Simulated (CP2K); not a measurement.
# TaN (Fm-3m) in CP2K: a series of runs

Aim: see how the results for TaN move with the level of theory and the settings. Levels: PBE, LDA, PBEsol, WC. Tasks: single point.

All numbers are computed with CP2K 2026.2; they aren't measurements. Logs are shortened: lines on timing, memory, paths and dates and some standing lists are left out, and cuts for length are marked.

## Step 1: The crystal as given

Symmetry: Fm-3m, No. 225, cubic system. Conventional cell: a = 4.423 Å, b = 4.423 Å, c = 4.423 Å, α = 90.00°, β = 90.00°, γ = 90.00°. Ta (site symmetry m-3m) is surrounded by 6 N at 2.21 Å. N (site symmetry m-3m) is surrounded by 6 Ta at 2.21 Å.

The cell comes from a database or a generator and needn't be the stable form of this composition.

## Step 2: Single point, PBE

The input, tan_scf.inp:

```
&GLOBAL
  PROJECT tan_scf
  RUN_TYPE ENERGY_FORCE
  PRINT_LEVEL LOW
&END GLOBAL
&FORCE_EVAL
  METHOD QS
  STRESS_TENSOR ANALYTICAL
  &DFT
    BASIS_SET_FILE_NAME BASIS_MOLOPT_UZH
    POTENTIAL_FILE_NAME POTENTIAL_UZH
    &MGRID
      CUTOFF 675
      REL_CUTOFF 60
      NGRIDS 4
    &END MGRID
    &QS
      METHOD GPW
      EPS_DEFAULT 1.0E-9
    &END QS
    &KPOINTS
      SCHEME MONKHORST-PACK 10 10 10
      GAMMA_CENTERED T
      SYMMETRY T
      SYMMETRY_BACKEND SPGLIB
    &END KPOINTS
    &SCF
      SCF_GUESS ATOMIC
      EPS_SCF 1.0E-6
      MAX_SCF 100
      ADDED_MOS 13
      CHOLESKY OFF
      EPS_EIGVAL 1.0E-7
      &DIAGONALIZATION ON
        ALGORITHM STANDARD
      &END DIAGONALIZATION
      &MIXING ON
        METHOD BROYDEN_MIXING
        ALPHA 0.4
        BETA 1.5
        NBUFFER 8
      &END MIXING
      &SMEAR ON
        METHOD FERMI_DIRAC
        ELECTRONIC_TEMPERATURE [K] 580.226
      &END SMEAR
    &END SCF
    &XC
      &XC_FUNCTIONAL
        &GGA_X_PBE
        &END GGA_X_PBE
        &GGA_C_PBE
        &END GGA_C_PBE
      &END XC_FUNCTIONAL
    &END XC
    &PRINT
      &KPOINTS ON
      &END KPOINTS
      &MULLIKEN ON
      &END MULLIKEN
      &MO ON
        ENERGIES T
        OCCUPATION_NUMBERS T
        &EACH
          QS_SCF 0
        &END EACH
        ADD_LAST NUMERIC
      &END MO
      &LOWDIN ON
      &END LOWDIN
      &HIRSHFELD ON
        SHAPE_FUNCTION DENSITY
      &END HIRSHFELD
    &END PRINT
  &END DFT
  &SUBSYS
    &CELL
      ABC 3.1272829774 3.1272829774 3.1272829774
      ALPHA_BETA_GAMMA 59.9999999998 59.9999999996 59.9999999995
      PERIODIC XYZ
    &END CELL
    &COORD
      SCALED
      Ta  0.5000000000 0.5000000000 0.5000000000
      N   0.0000000000 0.0000000000 0.0000000000
    &END COORD
    &KIND Ta
      BASIS_SET TZVP-MOLOPT-PBE-GTH-q13
      POTENTIAL GTH-PBE-q13
    &END KIND
    &KIND N
      BASIS_SET TZVP-MOLOPT-PBE-GTH-q5
      POTENTIAL GTH-PBE-q5
    &END KIND
    &PRINT
      &ATOMIC_COORDINATES ON
      &END ATOMIC_COORDINATES
      &CELL ON
      &END CELL
    &END PRINT
  &END SUBSYS
  &PRINT
    &FORCES ON
    &END FORCES
    &STRESS_TENSOR ON
    &END STRESS_TENSOR
  &END PRINT
&END FORCE_EVAL
```

Potentials or basis: POTENTIAL_UZH Ta GTH-PBE-q13, N GTH-PBE-q5; TZVP-MOLOPT-PBE-GTH basis.

On the command line:

```console
$ OMP_NUM_THREADS=1 cp2k.psmp -i tan_scf.inp -o tan_scf.out
```

tan_scf.out:

```text

 CP2K| version string:                                       CP2K version 2026.2
 CP2K| Input file name                                               tan_scf.inp

 GLOBAL| Force Environment number                                              1
 GLOBAL| Basis set file name                                    BASIS_MOLOPT_UZH
 GLOBAL| Potential file name                                       POTENTIAL_UZH
 GLOBAL| MM Potential file name                                     MM_POTENTIAL
 GLOBAL| Coordinate file name                                      __STD_INPUT__
 GLOBAL| Method name                                                        CP2K
 GLOBAL| Project name                                                    tan_scf
 GLOBAL| Run type                                                   ENERGY_FORCE
 GLOBAL| FFT library                                                       FFTW3
 GLOBAL| Diagonalization library                                       ScaLAPACK
 GLOBAL| Cholesky decomposition library                                ScaLAPACK
 GLOBAL| DGEMM library                                                      BLAS
 GLOBAL| Direct generalized diagonalization requested                          F
 GLOBAL| Matrix multiplication library                                 ScaLAPACK
 GLOBAL| Global print level                                                  LOW
 GLOBAL| Total number of message passing processes                             1
 GLOBAL| Number of threads for this process                                    1
 GLOBAL| CPU model name                                                  UNKNOWN

 CELL| Volume [angstrom^3]:                                            21.626515
 CELL| Vector a [angstrom]:       3.127     0.000     0.000   |a| =     3.127283
 CELL| Vector b [angstrom]:       1.564     2.708     0.000   |b| =     3.127283
 CELL| Vector c [angstrom]:       1.564     0.903     2.553   |c| =     3.127283
 CELL| Angle (b,c), alpha [degree]:                                    60.000000
 CELL| Angle (a,c), beta  [degree]:                                    60.000000
 CELL| Angle (a,b), gamma [degree]:                                    60.000000
 CELL| Numerically orthorhombic:                                              NO
 CELL| Periodicity                                                           XYZ

 CELL_REF| Volume [angstrom^3]:                                        21.626515
 CELL_REF| Vector a [angstrom     3.127     0.000     0.000   |a| =     3.127283
 CELL_REF| Vector b [angstrom     1.564     2.708     0.000   |b| =     3.127283
 CELL_REF| Vector c [angstrom     1.564     0.903     2.553   |c| =     3.127283
 CELL_REF| Angle (b,c), alpha [degree]:                                60.000000
 CELL_REF| Angle (a,c), beta  [degree]:                                60.000000
 CELL_REF| Angle (a,b), gamma [degree]:                                60.000000
 CELL_REF| Numerically orthorhombic:                                          NO
 CELL_REF| Periodicity                                                       XYZ

 GENERATE|  Preliminary Number of Bonds generated:                             0
 GENERATE|  Achieved consistency in connectivity generation.

 *******************************************************************************
 *******************************************************************************
 **            Copyright (C) by CP2K developers group (2000-2026)             **
 *******************************************************************************

 TOTAL NUMBERS AND MAXIMUM NUMBERS

  Total number of            - Atomic kinds:                                   2
                             - Atoms:                                          2
                             - Shell sets:                                     2
                             - Shells:                                        18
                             - Primitive Cartesian functions:                 11
                             - Cartesian basis functions:                     59
                             - Spherical basis functions:                     52

  Maximum angular momentum of- Orbital basis functions:                        3
                             - Local part of the GTH pseudopotential:          2
                             - Non-local part of the GTH pseudopotential:      4

 MODULE QUICKSTEP: ATOMIC COORDINATES IN ANGSTROM

   Atom Kind Element         X             Y             Z       Z(eff)     Mass
      1    1 Ta   73      3.127283      1.805538      1.276708  13.0000 180.9479
      2    2 N     7      0.000000      0.000000      0.000000   5.0000  14.0067

 SCF PARAMETERS         Density guess:                                    ATOMIC
[... 34 lines left out ...]
 BRILLOUIN| List of Kpoints [2 Pi/Bohr]                                       47
 BRILLOUIN| Number           Weight            X              Y              Z
 BRILLOUIN|     1           0.00800       -0.40000       -0.40000       -0.40000
 BRILLOUIN|     2           0.02400       -0.40000       -0.40000       -0.30000
 BRILLOUIN|     3           0.02400       -0.40000       -0.40000       -0.20000
 BRILLOUIN|     4           0.02400       -0.40000       -0.40000       -0.10000
 BRILLOUIN|     5           0.00600       -0.40000       -0.40000        0.00000
 BRILLOUIN|     6           0.02400       -0.40000       -0.40000        0.10000
[... 32 lines left out ...]
 BRILLOUIN|    39           0.00800       -0.20000       -0.20000       -0.20000
 BRILLOUIN|    40           0.02400       -0.20000       -0.20000       -0.10000
 [... further k-points ...]
 *******************************************************************************

 Extrapolation method: initial_guess

 Number of electrons:                                                         18
 Number of occupied orbitals:                                                  9
 Number of molecular orbitals:                                                22

 Number of orbital functions:                                                 52
 Number of independent orbital functions:                                     52

 SCF WAVEFUNCTION OPTIMIZATION

  Step     Update method      Time    Convergence         Total energy    Change
  ------------------------------------------------------------------------------
     1 NoMix/Diag. 0.40E+00    7.4     0.99895828       -68.8277743775 -6.88E+01
     2 Broy./Diag. 0.40E+00    5.7     0.16718791       -67.8313222698  9.96E-01
     3 Broy./Diag. 0.40E+00    5.7     0.11011917       -68.3208678829 -4.90E-01
     4 Broy./Diag. 0.40E+00    5.7     0.02770614       -68.3113512210  9.52E-03
     5 Broy./Diag. 0.40E+00    5.7     0.00518102       -68.1902315533  1.21E-01
     6 Broy./Diag. 0.40E+00    5.7     0.00232350       -68.1962719132 -6.04E-03
     7 Broy./Diag. 0.40E+00    5.7     0.00036456       -68.1989899404 -2.72E-03
     8 Broy./Diag. 0.40E+00    5.7     0.00008434       -68.1998774169 -8.87E-04
     9 Broy./Diag. 0.40E+00    5.7     0.00005164       -68.1997959093  8.15E-05
    10 Broy./Diag. 0.40E+00    5.7     0.00001516       -68.1997979456 -2.04E-06
    11 Broy./Diag. 0.40E+00    5.8     0.00000092       -68.1998099308 -1.20E-05

  *** SCF run converged in    11 steps ***

  Electronic density on regular grids:        -17.9999999964        0.0000000036
  Core density on regular grids:               17.9999999850       -0.0000000150
  Total charge density on r-space grids:       -0.0000000114
  Total charge density g-space grids:          -0.0000000114

  Overlap energy of the core charge distribution:               0.00000000139358
  Self energy of the core charge distribution:               -111.48398147226311
  Core Hamiltonian energy:                                     25.93748661481253
  Hartree energy:                                              26.80924901850960
  Exchange-correlation energy:                                 -9.46237104064572
  Electronic entropic energy:                                  -0.00019305385053
  Fermi energy:                                                 0.59446251469770

  Total energy:                                               -68.19980993079217
  Total energy (extrapolated to T->0):                        -68.19971340386691

 MO| EIGENVALUES AND OCCUPATION NUMBERS FOR K POINT 1
 MO|
 MO|  Index      Eigenvalue [a.u.]        Eigenvalue [eV]             Occupation
 MO|      1              -1.952803             -53.138467               2.000000
 MO|      2              -0.751927             -20.460980               2.000000
 MO|      3              -0.727802             -19.804503               2.000000
 MO|      4              -0.727802             -19.804503               2.000000
 MO|      5              -0.000257              -0.007001               2.000000
 MO|      6               0.237725               6.468813               2.000000
[... 384 lines left out ...]
 MO|     21               1.675016              45.579514               0.000000
 MO|     22               1.716102              46.697523               0.000000
 MO| Sum:                                                              18.000000
 MO| E(Fermi):            0.594463 a.u.         16.176148 eV
 MO| Band gap:            0.214605 a.u.          5.839691 eV

 [... the levels of further k-points ...]

 !-----------------------------------------------------------------------------!
                     Mulliken Population Analysis

 #  Atom  Element  Kind  Atomic population                           Net charge
       1     Ta       1         11.609687                              1.390313
       2     N        2          6.390313                             -1.390313
 # Total charge                             18.000000                  0.000000

 !-----------------------------------------------------------------------------!

 !-----------------------------------------------------------------------------!
                           Hirshfeld Charges

  #Atom  Element  Kind  Ref Charge     Population                    Net charge
      1       Ta     1      13.000         12.688                         0.312
      2       N      2       5.000          5.312                        -0.312

  Total Charge                                                           -0.000
 !-----------------------------------------------------------------------------!

 LOWDIN POPULATION ANALYSIS

 #  Atom  Element  Kind  Atomic population                           Net charge
       1     Ta       1         13.225231                             -0.225231
       2     N        2          4.774769                              0.225231
 # Total charge                             18.000000                  0.000000

 ENERGY| Total FORCE_EVAL ( QS ) energy [hartree]            -68.199817542402073

 FORCES| Atomic forces [hartree/bohr]
 FORCES|   Atom     x               y               z               |f|
 FORCES|      1 -6.23745102E-13  4.24642285E-14 -4.60848631E-15   6.25205887E-13
 FORCES|      2 -7.22996342E-15  1.03737910E-14 -3.50345087E-15   1.31210548E-14
 FORCES| Sum    -6.30975065E-13  5.28380195E-14 -8.11193718E-15
 FORCES| Total atomic force                                       6.33235495E-13

 STRESS| Analytical stress tensor [bar]
 STRESS|                        x                   y                   z
 STRESS|      x       -5.82035169471E+04   4.26353163039E-02   3.27026481852E-02
 STRESS|      y        4.26353163039E-02  -5.81997256287E+04  -6.03811531764E-01
 STRESS|      z        3.27026481852E-02  -6.03811531764E-01  -5.81996818562E+04
 STRESS| 1/3 Trace                                            -5.82009748107E+04
 STRESS| Determinant                                          -1.97147273615E+14

 STRESS| Eigenvectors and eigenvalues of the analytical stress tensor [bar]
 STRESS|                        1                   2                   3
 STRESS| Eigenvalues  -5.82035178434E+04  -5.82003070625E+04  -5.81990995261E+04
 STRESS|      x           0.999860759278      0.016630687633     -0.001371963570
 STRESS|      y          -0.012922394703      0.719642171522     -0.694224860317
 STRESS|      z          -0.010558113956      0.694145925001      0.719756876337
```

Run time: 79 s. Hardware: 1 thread of Arm Neoverse V1, shared host; peak memory 0.37 GiB.

What came out:

| Property | Result |
| --- | --- |
| Free energy | -1855.8114 eV |
| Pressure | -5.8 GPa |
| Band gap on the k mesh | none (metal or under the smearing width) |
| Mulliken charges | Ta +1.39; N -1.39 e |
| Hirshfeld charges | Ta +0.31; N -0.31 e |

Caveat: Mulliken charges move with the basis; the basis of atomic orbitals isn't converged, which shifts pressures, moduli and gaps. Spin-orbit coupling is left out, which matters for the levels of Ta.

## Step 3: Single point, LDA

Edit tan_scf.inp of step 2 so:

```diff
@@ -49,6 +49,6 @@
       &XC_FUNCTIONAL
-        &GGA_X_PBE
-        &END GGA_X_PBE
-        &GGA_C_PBE
-        &END GGA_C_PBE
+        &LDA_X
+        &END LDA_X
+        &LDA_C_PW
+        &END LDA_C_PW
       &END XC_FUNCTIONAL
```

Potentials or basis: POTENTIAL_UZH Ta GTH-PBE-q13, N GTH-PBE-q5; TZVP-MOLOPT-PBE-GTH basis.

On the command line:

```console
$ OMP_NUM_THREADS=1 cp2k.psmp -i tan_scf.inp -o tan_scf.out
```

It took 85 s on 1 thread of Arm Neoverse V1, shared host; peak memory 0.36 GiB.

The run converged. Its results:

```yaml
Free_energy: -1852.7364 eV
Pressure: -16.6 GPa
Band_gap_on_the_k_mesh: none (metal or under the smearing width)
Mulliken_charges: Ta +1.51; N -1.51 e
Hirshfeld_charges: Ta +0.29; N -0.29 e
```

Levels at points of the mesh, in eV from the Fermi level:
| k point | band 7 | band 8 | band 9 | band 10 | band 11 | band 12 |
| --- | --- | --- | --- | --- | --- | --- |
| (0.00, 0.00, 0.00) | -3.86 | -3.86 | -2.08 | -2.08 | -2.08 | 0.03 |
| (0.00, 0.00, 0.50) | -7.48 | -7.48 | 1.91 | 1.91 | 2.01 | 3.64 |
| (0.00, 0.50, 0.50) | -5.39 | -4.62 | -4.62 | 2.07 | 3.53 | 3.53 |

Caveat: Mulliken charges move with the basis; the potentials were made for another functional, which shifts forces and pressure; the basis of atomic orbitals isn't converged, which shifts pressures, moduli and gaps.

(Continued in part 2 of 2.)
